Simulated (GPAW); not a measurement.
# PbS (Cmcm) in GPAW: a series of runs, part 2 of 2

GPAW 26.7.0.

### 4 Optical spectrum by the Bethe-Salpeter equation, LDA

run.py

```python
import numpy as np
import spglib
from ase import Atoms
from ase.dft.bandgap import bandgap
from ase.io import read, write
from gpaw import GPAW, PW
from gpaw.response.bse import BSE

atoms = read('PbS.cif')
cell, positions, numbers = spglib.find_primitive(
    (atoms.cell[:], atoms.get_scaled_positions(), atoms.numbers), symprec=1e-4)
atoms = Atoms(numbers, cell=cell, scaled_positions=positions, pbc=True)

calc = GPAW(mode=PW(450),
            xc='LDA',
            kpts={'size': (6, 6, 5), 'gamma': True},
            occupations={'name': 'fermi-dirac', 'width': 0.001},
            nbands=33,
            convergence={'density': 1e-06},
            maxiter=150,
            txt='gpaw.txt')
atoms.calc = calc
energy = atoms.get_potential_energy()
calc.write('gs.gpw')
write('result.traj', atoms)
print(f'Energy: {energy:.6f} eV')
print('Fermi level:', round(calc.get_fermi_level(), 4), 'eV')
print(f'Gap: {bandgap(calc)[0]:.4f} eV, direct: {bandgap(calc, direct=True)[0]:.4f} eV')

dense = calc.fixed_density(kpts={'size': (4, 4, 4), 'gamma': True},
                           nbands=106, convergence={'bands': 100},
                           update_fermi_level=True, txt='dense.txt')
dense.write('dense.gpw', mode='all')
gap = bandgap(dense, direct=True)[0]
print(f'Direct gap on the dense mesh: {gap:.4f} eV')

bse = BSE('dense.gpw',
          ecut=40,
          valence_bands=range(18, 20),
          conduction_bands=range(20, 22),
          nbands=100,
          mode='BSE',
          integrate_gamma='sphere',
          direction=0,
          txt='bse.txt',
          eshift=0.51)
bse.get_dielectric_function(w_w=np.linspace(0, 11, 221), eta=0.1, filename='bse.csv', write_eig='eig.dat')
_, energies, weights = np.loadtxt('eig.dat', unpack=True)
bright = energies[weights > 1e-3 * weights.max()]
print(f'Lowest exciton {energies.min():.4f} eV, lowest bright one {bright.min():.4f} eV')
```

PbS.cif

```cif
data_PbS
_cell_length_a 4.15990539
_cell_length_b 11.98259373
_cell_length_c 4.27932094
_cell_angle_alpha 90.00000000
_cell_angle_beta 90.00000000
_cell_angle_gamma 90.00000000
_space_group_name_H-M_alt 'Cmcm'
_space_group_name_Hall '-C 2c 2'
_space_group_IT_number 63
loop_
_space_group_symop_operation_xyz
'x,y,z'
'-x,-y,-z'
'-x,-y,z+1/2'
'x,y,-z+1/2'
'x,-y,-z'
'-x,y,z'
'-x,y,-z+1/2'
'x,-y,z+1/2'
'x+1/2,y+1/2,z'
'-x+1/2,-y+1/2,-z'
'-x+1/2,-y+1/2,z+1/2'
'x+1/2,y+1/2,-z+1/2'
'x+1/2,-y+1/2,-z'
'-x+1/2,y+1/2,z'
'-x+1/2,y+1/2,-z+1/2'
'x+1/2,-y+1/2,z+1/2'
loop_
_atom_site_label
_atom_site_type_symbol
_atom_site_symmetry_multiplicity
_atom_site_Wyckoff_symbol
_atom_site_fract_x
_atom_site_fract_y
_atom_site_fract_z
_atom_site_occupancy
Pb1 Pb 4 c 0.0000000000 0.8694366500 0.2500000000 1
S1 S 4 c 0.0000000000 0.6452029100 0.2500000000 1
```

Potentials or basis: the program's PAW data sets (release 1.2.1) made for this functional, pw.

Launch:

```sh
$ OMP_NUM_THREADS=1 python run.py
```

gpaw.txt:

```text
__  _  _
 | _ |_)|_||  |
 |__||  | ||/\| - 26.7.0

Input parameters:
  mode=PW(ecut=450.00000000000006),
  convergence={'density': 1e-06},
  kpts=MonkhorstPack(size=(6, 6, 5), gamma=True),
  maxiter=150,
  nbands=33,
  occupations=Occupations(name='fermi-dirac', width=0.001),
  xc=XC(name='LDA')

Diagonalizing LCAO Hamiltonian
Converting LCAO to pw mode

             Pb
         S S
       Pb

Atoms  # Å, Bohr magnetons
|   | symbol |        x |         y |        z |    initial magnetic moments |
|---|--------|----------|-----------|----------|-----------------------------|
| 0 |     Pb | 2.079953 |  4.426809 | 1.069830 | ( 0.0000,  0.0000,  0.0000) |
| 1 |     Pb | 2.079953 | -4.426809 | 3.209491 | ( 0.0000,  0.0000,  0.0000) |
| 2 |      S | 2.079953 |  1.739907 | 1.069830 | ( 0.0000,  0.0000,  0.0000) |
| 3 |      S | 2.079953 | -1.739907 | 3.209491 | ( 0.0000,  0.0000,  0.0000) |

Unit cell  # Å
| periodic |        x |         y |        z |  lengths |     angles |
|----------|----------|-----------|----------|----------|------------|
|      yes | 2.079953 | -5.991297 | 0.000000 | 6.342069 |  90.000000 |
|      yes | 2.079953 |  5.991297 | 0.000000 | 6.342069 |  90.000000 |
|      yes | 0.000000 |  0.000000 | 4.279321 | 4.279321 | 141.709848 |

Number of symmetries: 4
Symmetry operations  # r_c * U_cc + t_c -> r_c
|   | kind |            matrix            |
|---|------|------------------------------|
| 0 |  E   |  1, 0, 0,  0, 1, 0,  0, 0, 1 |
| 1 |  C2  |  0, 1, 0,  1, 0, 0,  0, 0,-1 |
| 2 |  σ   |  0,-1, 0, -1, 0, 0,  0, 0, 1 |
| 3 |  i   | -1, 0, 0,  0,-1, 0,  0, 0,-1 |

BZ-sampling:
  Number of BZ points: 180
  Number of IBZ points: 55

  Monkhorst-Pack size: [6, 6, 5]
  Monkhorst-Pack shift: [0.08333333333333333, 0.08333333333333333, 0.0]

K-points  # in reciprocal-cell coordinates
|     |                                coordinates |     weight |
|-----|--------------------------------------------|------------|
|   0 | (  0.00000000,   0.00000000,   0.00000000) | 0.00555556 |
|   1 | (  0.00000000,   0.00000000,   0.20000000) | 0.01111111 |
|   2 | (  0.00000000,   0.00000000,   0.40000000) | 0.01111111 |
|   3 | (  0.16666667,  -0.16666667,  -0.40000000) | 0.01111111 |
|   4 | (  0.16666667,  -0.16666667,  -0.20000000) | 0.01111111 |
|   5 | (  0.16666667,  -0.16666667,   0.00000000) | 0.01111111 |
|   6 | (  0.16666667,  -0.16666667,   0.20000000) | 0.01111111 |
|   7 | (  0.16666667,  -0.16666667,   0.40000000) | 0.01111111 |
|   8 | (  0.16666667,   0.00000000,  -0.40000000) | 0.02222222 |
|   9 | (  0.16666667,   0.00000000,  -0.20000000) | 0.02222222 |
| ... |                                            |            |
|  54 | (  0.50000000,   0.50000000,   0.40000000) | 0.01111111 |

Plane wave coefficients: 2333
Cutoff: 450.00000000000006 eV

Spin-components: 1 (collinear spins)
Bands:           33
Projectors:      22
Spin-degeneracy: 2
Datatype:        complex128

Density:
  Valence electrons: 40.0
  Components: 1
  Grid points: [32 32 21]
  Charge: 0.0  # |e|

Potential:
  Grid points: [32 32 21]

species:
  Pb:
    name:    Lead
    Z:       82.0
    valence: 14
    core:    68
    charge:  0.0  # [|e|]
    compensation charges:
      type: gauss
      rc: 0.38  # [Å]
      lmax: 2
    cutoffs:
      filter: 2.36  # [Å]
      core: 2.43  # [Å]
    projectors
    | kind |    occ | energy [eV] | rcut [Å] |
    |------|--------|-------------|----------|
    |   6s |  2.000 |     -12.249 |    1.259 |
    |   6p |  2.000 |      -3.713 |    1.275 |
    |   5d | 10.000 |     -21.326 |    1.217 |
    |    s |        |      14.962 |    1.259 |
    |    p |        |      23.498 |    1.275 |
    |    d |        |       5.885 |    1.217 |

    Using partial waves for Pb as LCAO basis

  S:
    name:    Sulfur
    Z:       16.0
    valence: 6
    core:    10
    charge:  0.0  # [|e|]
    compensation charges:
      type: gauss
      rc: 0.24  # [Å]
      lmax: 2
    cutoffs:
      filter: 1.77  # [Å]
      core: 1.66  # [Å]
    projectors
    | kind |    occ | energy [eV] | rcut [Å] |
    |------|--------|-------------|----------|
    |   3s |  2.000 |     -17.278 |    0.974 |
    |   3p |  4.000 |      -7.106 |    0.979 |
    |    s |        |       9.933 |    0.974 |
    |    p |        |      20.105 |    0.979 |
    |    d |        |       0.000 |    0.900 |

    Using partial waves for S as LCAO basis

Reference energy: -1155591.035148  # eV

eigensolver:
  PPCG
  Converge bands: occupied
  niter=2

density mixing:
  MSR1-Mixer
  Pratt-step length: 0.05
  Maximum mixing coefficient: 0.75
  Old densities: 10
  SVD Regularization: 0.005
  Good broyden scale: 1.0
  Trust region scale: 1.0
  Backstep threshold: 4.0
  History deletion threshold: 6.0
  Fourier metric: weight=20.0, sigma=0.015

occupation numbers:
  Fermi-Dirac:
    width: 0.0010  # eV

poisson solver:
  ecut: 3600.0000000000005  # eV

xc functional:
  name: None

convergence criteria:
- Maximum integral of absolute [dens]ity change: 1e-06 electrons / valence electron
- Maximum [total energy] change in last 3 cyles: 0.0005 eV / valence electron
- Maximum integral of absolute [eigenst]ate change: 4e-08 eV^2 / valence electron
maximum number of iterations: 150

SCF iterations
|iter     | |      energy | eigst |  dens |
|---------|-|-------------|-------|-------|
|iter:   1| |  -21.095051 | -0.07 |       |
|iter:   2| |  -20.887816 | -1.74 | -1.17 |
|iter:   3| |  -20.238157 | -1.64 | -1.23 |
|iter:   4| |  -20.228622 | -2.84 | -1.80 |
|iter:   5| |  -20.226241c| -3.46 | -2.17 |
|iter:   6| |  -20.225659c| -4.34 | -2.57 |
|iter:   7| |  -20.225666c| -5.69 | -3.40 |
|iter:   8| |  -20.225667c| -6.91 | -4.01 |
|iter:   9| |  -20.225667c| -7.85c| -4.57 |
|iter:  10| |  -20.225667c| -8.49c| -5.29 |
|iter:  11| |  -20.225667c| -8.86c| -6.00c|

Converged in 11 steps
Energy contributions relative to reference atoms: (reference = -1155591.035148)

Energy contributions:
  Kinetic:          23.602061
  Coulomb:         -25.616758
  Zero:              0.019184
  External:          0.000000
  Xc:              -18.230154
  Entropy:          -0.000000
  Spinorbit:         0.000000
  ----------------------------
  Free energy:     -20.225667
  Extrapolated:    -20.225667

dipole moment: (0.000007, 0.000000, 0.000007)  # |e|*Ang

Fermi level: 5.513
Eigenvalues  # (at kpt = [0.000, 0.000, 0.000])
| band index |      eig [eV] | occ [0-2] |
|------------|---------------|-----------|
|          0 |       -11.288 |     2.000 |
|        ... |               |           |
|         12 |        -1.836 |     2.000 |
|         13 |        -0.862 |     2.000 |
|         14 |         0.780 |     2.000 |
|         15 |         2.070 |     2.000 |
|         16 |         2.637 |     2.000 |
|         17 |         3.373 |     2.000 |
[... 8 lines left out ...]
|         26 |        10.971 |     0.000 |
|         27 |        11.880 |     0.000 |
|        ... |               |           |
|         32 |        15.616 |     0.000 |

Gap: 0.999 eV
Transition (v -> c):
  (s=0, k=54, n=19, [0.50, 0.50, 0.40]) -> (s=0, k=52, n=20, [0.50, 0.50, 0.00])
Direct/indirect transitions are different
Direct gap: 1.084 eV
Transition at: (s=0, k=54, n=19, [0.50, 0.50, 0.40])
# Writing to gs.gpw (mode='')
```

Wall time 8.6 min (1 thread of Intel Xeon 6975P-C (Granite Rapids), shared host); peak memory 0.55 GiB.

What came out:

```yaml
Free_energy: -20.2257 eV
Band_gap_on_the_k_mesh_mean-field_level: 1.00 eV, indirect (least direct gap 1.08 eV)
Exciton_binding_energy: 0.14 eV
```

Lowest exciton energies (eV): 1.85, 2.14, 2.15, 2.16, 2.16, 2.20, 2.21, 2.22

Caveat: the band lists can cut through equal levels, which moves peak heights; the k mesh is coarse; on so coarse a mesh excitons come out too strongly bound; on this mesh the treatment of q = 0 moves the result by about a tenth of an eV; the long-wavelength limit can be off by a per cent or two; the static dielectric constant lacks the antiresonant part and is too small; spectra need much finer meshes, so this one isn't converged; spin-orbit coupling is left out, which as a rule narrows the gap of such compounds by several tenths of an eV; the program warned that so skewed a cell can give wrong results.
